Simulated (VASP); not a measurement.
Wanted: the native input for a VASP 6.6.1 run.

| Item | Value |
| --- | --- |
| Task | relaxation of cell and atoms |
| Functional | PBE |
| Potentials or basis | VASP PAW PBE potentials, release 64 (Ga_d, Sb) |
| Cutoff | 600 eV |
| k mesh | 10 × 10 × 10 |
| Occupations | gaussian, width 0.03 eV |
| Spin | no spin polarisation |
| Further INCAR settings | ALGO = Normal; EDIFF = 1e-07; IBRION = 2; EDIFFG = -0.005; NSW = 90; ISIF = 3 |

The structure of GaSb lies in POSCAR:

```
GaSb                                    
1.0
    0.0000000000      3.1084296422      3.1084296422
    3.1084296422      0.0000000000      3.1084296422
    3.1084296422      3.1084296422      0.0000000000
  Ga              Sb            
     1     1
Direct
     0.0000000000000000    0.0000000000000000    0.0000000000000000
     0.2500000000000000    0.2500000000000000    0.2500000000000000
```

The input as run:

INCAR

```
SYSTEM = GaSb
ALGO = Normal ; EDIFF = 1E-7
EDIFFG = -0.005 ; ENCUT = 600
GGA = PE ; IBRION = 2
ISIF = 3 ; ISMEAR = 0
LASPH = .True. ; LCHARG = .False.
LREAL = .False. ; LWAVE = .False.
NELM = 80 ; NSW = 90
PREC = Accurate ; SIGMA = 0.03
```

KPOINTS

```
k-points
0
Gamma
  10 10 10
  0 0 0
```

Potentials or basis: VASP PAW PBE potentials, release 64 (Ga_d, Sb).

Run with:

```console
$ cat potpaw_PBE.64/Ga_d/POTCAR potpaw_PBE.64/Sb/POTCAR > POTCAR
$ mpirun -np 1 vasp_std > vasp.out
```

Results of the run:

| Item | Value |
| --- | --- |
| Pressure after relaxing | 0.0 GPa |
| Band gap on the k mesh | none (metal or under the smearing width) |

Caveat: the relaxation stopped at its first step, so nothing moved; this crystal is a semiconductor, whose small gap the functional closes, so the metal is an error of the method.

It took 47 s on 1 thread of AMD EPYC 7R13 Processor (Zen 3), on a shared host, peak memory 0.2 GiB.
